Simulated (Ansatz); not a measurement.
## W: pressure against volume

W, Fm-3m, a = 4.037 Å. This isn't the element's structure at ambient conditions. Ansatz: PBE, PAW, 420 eV, Γ-centred 18×18×18 mesh on 1 atom, Gaussian smearing 0.10 eV; no spin polarisation. Symmetry fixes shape and atoms, so the cell is only scaled; pressure is positive in compression.

```
V (Å³/atom) P (GPa)
     14.474        ?
     14.968    32.23
     15.461    19.74
     15.955     9.13
     16.448     0.01
     16.942    -7.90
     17.435   -14.73
     18.093   -22.32
```

Task: Take V0 = 16.448 Å³/atom, count pressures from its P0 = 0.01 GPa, fit the third-order Birch–Murnaghan form to the other rows, and predict the missing pressure.

Result: With the Eulerian strain f = ½[(V0/V)^(2/3) − 1] and y = (P − P0)/[3f(1 + 2f)^(5/2)], the form is the line y = B0 + 1.5 B0 (B0′ − 4) f. Rows (f, y): 0.03244, 282.9; 0.02106, 281.7; 0.01025, 281.9; -0.00977, 283.5; -0.01905, 284.2; -0.03079, 283.4. Means f = 0.0006900, y = 282.93; Σ(Δf)² = 0.003004, ΣΔfΔy = -0.08168; the slope is their ratio. y = 283.0 − 27.19 f GPa, so B0 = 283.0 GPa and B0′ = 4 + 2 × (-27.19)/(3 × 283.0) = 3.94. At V = 14.474, f = 0.04449, y = 281.79 and P = 46.55 GPa. The run gave 46.66 GPa, so the fit is 0.11 GPa too low, a small miss on the scale of the series.

Spin–orbit coupling is left out, which can shift energies with elements as heavy as these.

Fcc tungsten comes out very stiff, with B0 = 283.0 GPa, and it stiffens further on compression: equal volume steps about V0 cost more pressure inward than they release outward. The stiffness reflects the roughly half-filled 5d band, in which bonding states are largely occupied and antibonding ones largely empty. Squeezing the lattice broadens this band and strengthens d bonding, but the kinetic-energy cost of confining the electrons and the repulsion from the ion cores rise faster.

The small miss at 14.474 Å³/atom supports modest extrapolation in compression, though not to much higher pressures. B0′ close to 4 is reasonable, but its slight departure from that value is poorly determined: y doesn't vary steadily with f, and its scatter about the line is comparable to the fitted trend. The most compressed fitted row also lies above the line, so the underestimate probably reflects this scatter in the slope rather than a change in bonding. A positive bulk modulus doesn't establish resistance to shear, so mechanical stability of the fcc lattice remains untested.
